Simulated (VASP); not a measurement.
# LaH3 (Fm-3m) in VASP: a series of runs

Runs on LaH3. Level: LDA. Tasks: single point.

Everything below comes from runs of VASP 6.6.1. Logs are shortened: lines on timing, memory, paths and dates and some standing lists are left out, and cuts for length are marked.

### Step 1. Starting point

Symmetry: Fm-3m, No. 225, cubic system. Conventional cell: a = 5.573 Å, b = 5.573 Å, c = 5.573 Å, α = 90.00°, β = 90.00°, γ = 90.00°. La (site symmetry m-3m) is surrounded by 8 H at 2.41 Å. Around H (site symmetry -43m) lie 4 La at 2.41 Å and 4 H at 2.41 Å. Around H (site symmetry m-3m) lie 8 H at 2.41 Å.

The cell comes from a database or a generator and needn't be the stable form of this composition.

### Step 2. Single point, LDA

INCAR reads:

```
PREC = Accurate
ENCUT = 550
EDIFF = 1E-6
ISMEAR = 0
SIGMA = 0.05
LREAL = F
LASPH = T
NELM = 100
ALGO = Normal
ISIF = 2
LWAVE = F
LCHARG = F
GGA = CA
NBANDS = 15
ADDGRID = F
```

KPOINTS reads:

```
regular mesh
0
Gamma
  6 6 6
```

POSCAR reads:

```
LaH3
1.0
    0.0000000000      2.7864794500      2.7864794500
    2.7864794500      0.0000000000      2.7864794500
    2.7864794500      2.7864794500      0.0000000000
La H
1 3
Direct
    0.0000000000      0.0000000000      0.0000000000
    0.2500000000      0.2500000000      0.2500000000
    0.7500000000      0.7500000000      0.7500000000
    0.5000000000      0.5000000000      0.5000000000
```

Potentials or basis: VASP PAW LDA potentials, release 64 (La, H).

The run is started by

```console
$ cat potpaw_LDA.64/La/POTCAR potpaw_LDA.64/H/POTCAR > POTCAR
$ mpirun -np 1 vasp_std > vasp.out
```

OUTCAR:

```text
PREC = Accurate
   ENCUT = 550
   EDIFF = 1E-6
   ISMEAR = 0
   LREAL = F
   LASPH = T
   NELM = 100
   ISIF = 2
   GGA = CA

 Found     16 irreducible k-points:

 Following reciprocal coordinates:
            Coordinates               Weight
  0.000000  0.000000  0.000000      1.000000
  0.166667  0.000000  0.000000      8.000000
  0.333333  0.000000  0.000000      8.000000
  0.500000  0.000000  0.000000      4.000000
  0.166667  0.166667  0.000000      6.000000
  0.333333  0.166667  0.000000     24.000000
   k-points           NKPTS =     16   k-points in BZ     NKDIM =     16   number of bands    NBANDS=     15
   number of dos      NEDOS =    301   number of ions     NIONS =      4
   total plane-waves  NPLWV =  27000
   dimension x,y,z NGX =    30 NGY =   30 NGZ =   30
   dimension x,y,z NGXF=    60 NGYF=   60 NGZF=   60
   ions per type =               1   3
   NGX,Y,Z   is equivalent  to a cutoff of  12.66, 12.66, 12.66 a.u.
   NGXF,Y,Z  is equivalent  to a cutoff of  25.31, 25.31, 25.31 a.u.
 SYSTEM =  unknown system
   PREC   = accura    normal or accurate (medium, high low for compatibility)
   ISTART =      0    job   : 0-new  1-cont  2-samecut
   ICHARG =      2    charge: 1-file 2-atom 10-const
   ISPIN  =      1    spin polarized calculation?
   LNONCOLLINEAR =      F non collinear calculations
   LSORBIT =      F    spin-orbit coupling
   LASPH  =      T    aspherical Exc in radial PAW
   ENCUT  =  550.0 eV  40.42 Ry    6.36 a.u.   7.54  7.54  7.54*2*pi/ulx,y,z
   NELM   =    100;   NELMIN=  2; NELMDL= -5     # of ELM steps
   EDIFF  = 0.1E-05   stopping-criterion for ELM
   LREAL  =      F    real-space projection
   EDIFFG = 0.1E-04   stopping-criterion for IOM
   NSW    =      0    number of steps for IOM
   IBRION =     -1    ionic relax: 0-MD 1-quasi-New 2-CG
   NFREE  =      0    steps in history (QN), initial steepest desc. (CG)
   ISIF   =      2    stress and relaxation
   ISYM   =      2    0-nonsym 1-usesym 2-fastsym
   POTIM  = 0.5000    time-step for ionic-motion
   TEBEG  =    0.0;   TEEND  =   0.0 temperature during run
   PSTRESS=    0.0 pullay stress
   NELECT =      14.0000    total number of electrons
   NUPDOWN=      -1.0000    fix difference up-down
   EMIN   =  10.00;   EMAX   =-10.00  energy-range for DOS
   EFERMI =   0.00;   METHOD = LEGACY
   ISMEAR =     0;   SIGMA  =   0.05  broadening in eV -4-tet -1-fermi 0-gaus
   EFERMI_NEDOS =   21; number of points for ismear=-14 and -15
   IALGO  =     38    algorithm
   IMIX   =      4    mixing-type and parameters
     AMIX     =   0.40;   BMIX     =  1.00
     AMIX_MAG =   1.60;   BMIX_MAG =  1.00
  volume/ion in A,a.u.               =      10.82        73.00
  Fermi-wavevector in a.u.,A,eV,Ry     =   1.123876  2.123817 17.185477  1.263097
  Thomas-Fermi vector in A             =   2.260545
   LORBIT       =      0    0 simple, 1 ext, 2 COOP (PROOUT), +10 PAW based schemes
   GGA     = CA    functional components
   LHFCALC =     F    Hartree Fock is set to
   AEXX    =    0.0000 exact exchange contribution
   IVDW    =     0    specifies the selected vdW correction
   LEPSILON=     F    determine dielectric tensor
   LRPA    =     F    only Hartree local field effects (RPA)
 non-spin polarized calculation
 Gauss-broadening in eV      SIGMA  =   0.05
  energy-cutoff  :      550.00
  volume of cell :       43.27
 maximum number of plane-waves:      1303
   NGX = 15   NGY = 15   NGZ = 15

 number of electron      13.9999998 magnetization

 Free energy of the ion-electron system (eV)
  ---------------------------------------------------
  ext. energy  EPLUGINS =         0.00000000
  ---------------------------------------------------
  free energy    TOTEN  =       -18.58197322 eV

  energy without entropy =      -18.58143411  energy(sigma->0) =      -18.58170367

 E-fermi :   7.6189     XC(G=0): -10.2962

 val. band max:        6.9117919507   @ k =   0.1667   0.0000   0.0000
 cond. band min:       7.6595879110   @ k =   0.5000   0.0000   0.0000
 fundamental gap:      0.7477959603
 Fermi energy:         7.6189169217

 k-point     1 :       0.0000    0.0000    0.0000
  band No.  band energies     occupation
      1     -25.6624      2.00000
      2      -8.9404      2.00000
      3      -8.9404      2.00000
      4      -8.9404      2.00000
      5      -0.4574      2.00000
      6       4.6536      2.00000
      7       7.8215      0.00000
      8       7.8215      0.00000
      9       7.8215      0.00000
     10       8.1487      0.00000
     11       8.6716      0.00000
     12       8.6716      0.00000
     13       8.6716      0.00000
     14       9.2486      0.00000
     15       9.2486      0.00000

 k-point     2 :       0.1667    0.0000    0.0000
  band No.  band energies     occupation
      1     -25.6304      2.00000
      2      -9.2772      2.00000
      3      -8.9734      2.00000
      4      -8.9734      2.00000
      5       0.1962      2.00000
      6       3.8914      2.00000
      7       6.9118      2.00000
      8       7.9654      0.00000
      9       7.9654      0.00000
     10       8.6415      0.00000
     11       8.6415      0.00000
     12       8.7025      0.00000
     13       9.2488      0.00000
     14       9.2488      0.00000
     15       9.2536      0.00000

 k-point     3 :       0.3333    0.0000    0.0000
  band No.  band energies     occupation
      1     -25.5652      2.00000
      2      -9.8672      2.00000
      3      -9.0380      2.00000
      4      -9.0380      2.00000
      5       1.3031      2.00000
      6       3.3691      2.00000
      7       5.7795      2.00000
      8       7.8359      0.00000
      9       7.8359      0.00000
     10       8.7021      0.00000
     11       8.7021      0.00000
     12       9.0966      0.00000
     13       9.1756      0.00000
     14       9.1756      0.00000
     15       9.2594      0.00000

 k-point     4 :       0.5000    0.0000    0.0000
  band No.  band energies     occupation
      1     -25.5320      2.00000
      2     -10.1320      2.00000
      3      -9.0697      2.00000
      4      -9.0697      2.00000
      5       1.5564      2.00000
      6       3.6024      2.00000
      7       5.4643      2.00000
      8       7.6596      0.25000
      9       7.6596      0.25000
     10       8.7457      0.00000
     11       8.7457      0.00000
     12       9.1447      0.00000
     13       9.1447      0.00000
     14       9.1472      0.00000
     15       9.2631      0.00000

 k-point     5 :       0.1667    0.1667    0.0000
  band No.  band energies     occupation
      1     -25.6198      2.00000
      2      -9.2833      2.00000
      3      -9.0337      2.00000
      4      -9.0337      2.00000
      5       0.4117      2.00000
      6       3.6141      2.00000
      7       6.3890      2.00000
      8       8.1461      0.00000
      9       8.1461      0.00000
     10       8.6281      0.00000
     11       8.8085      0.00000
     12       8.8085      0.00000
     13       9.0851      0.00000
     14       9.4470      0.00000
     15       9.4514      0.00000

 k-point     6 :       0.3333    0.1667    0.0000
  band No.  band energies     occupation
      1     -25.5657      2.00000
      2      -9.7085      2.00000
      3      -9.1310      2.00000
      4      -9.1112      2.00000
      5       1.4532      2.00000
      6       3.0410      2.00000
      7       5.0957      2.00000
      8       8.2669      0.00000
      9       8.5191      0.00000
     10       8.7124      0.00000
     11       8.8336      0.00000
     12       9.0276      0.00000
     13       9.0578      0.00000
     14       9.2877      0.00000
     15       9.5583      0.00000

 [... further k-points ...]

------------------------ aborting loop because EDIFF is reached ----------------------------------------

  FORCE on cell =-STRESS in cart. coord.  units (eV):
  Direction    XX          YY          ZZ          XY          YZ          ZX
  --------------------------------------------------------------------------------------
  -------------------------------------------------------------------------------------
  Total       -1.2728723     -1.2728723     -1.2728723      0.0000000      0.0000000     -0.0000000
  in kB      -47.1300487    -47.1300487    -47.1300487      0.0000000      0.0000000     -0.0000000
  external PRESSURE =     -47.1300487 kB  Pullay stress =       0.0000000 kB

 VOLUME and BASIS-vectors are now :
 -----------------------------------------------------------------------------
  energy-cutoff  :      550.00
  volume of cell :       43.27
      direct lattice vectors                 reciprocal lattice vectors
     0.000000000  2.786479450  2.786479450    -0.179437892  0.179437892  0.179437892
     2.786479450  0.000000000  2.786479450     0.179437892 -0.179437892  0.179437892
     2.786479450  2.786479450  0.000000000     0.179437892  0.179437892 -0.179437892

 POSITION                                       TOTAL-FORCE (eV/Angst)
 -----------------------------------------------------------------------------------
      0.00000      0.00000      0.00000         0.000000     -0.000000      0.000000
      1.39324      1.39324      1.39324        -0.000000     -0.000000     -0.000000
      4.17972      4.17972      4.17972         0.000000      0.000000      0.000000
      2.78648      2.78648      2.78648         0.000000     -0.000000      0.000000
 -----------------------------------------------------------------------------------
    total drift:                                0.000000     -0.000000     -0.000000

  FREE ENERGIE OF THE ION-ELECTRON SYSTEM (eV)
  ---------------------------------------------------
  free  energy   TOTEN  =       -18.5819732218 eV

  energy  without entropy=      -18.5814341090  energy(sigma->0) =      -18.58170367
```

It took 13 s on 1 thread of Intel Xeon Platinum 8488C (Sapphire Rapids), shared host; peak memory 0.16 GiB.

These settings aren't checked as converged: the numbers below hold their error.

Results:

| Item | Value |
| --- | --- |
| Free energy | -18.5820 eV |
| Pressure | -4.7 GPa |
| Band gap on the k mesh | none (metal or under the smearing width) |

### Step 3. Single point, LDA

INCAR is that of step 2.

KPOINTS is that of step 2.

POSCAR reads:

```
LaH3
1.0
    0.0000000000      2.7864794500      2.7864794500
    2.7864794500      0.0000000000      2.7864794500
    2.7864794500      2.7864794500      0.0000000000
La H
1 3
Direct
    0.0010720000     -0.0024160000     -0.0049440000
    0.2532360000      0.2274950000      0.2357170000
    0.7573300000      0.7385030000      0.7643790000
    0.4948670000      0.5128930000      0.4979460000
```

Potentials or basis: VASP PAW LDA potentials, release 64 (La, H).

The run is started by

```console
$ cat potpaw_LDA.64/La/POTCAR potpaw_LDA.64/H/POTCAR > POTCAR
$ mpirun -np 1 vasp_std > vasp.out
```

It took 58 s on 1 thread of Intel Xeon Platinum 8488C (Sapphire Rapids), shared host; peak memory 0.23 GiB.

These settings aren't checked as converged: the numbers below hold their error.

Results:

* Free energy: -18.5544 eV
* Pressure: -4.5 GPa
* Largest force: 0.339 eV/Å
* Band gap on the k mesh: none (metal or under the smearing width)
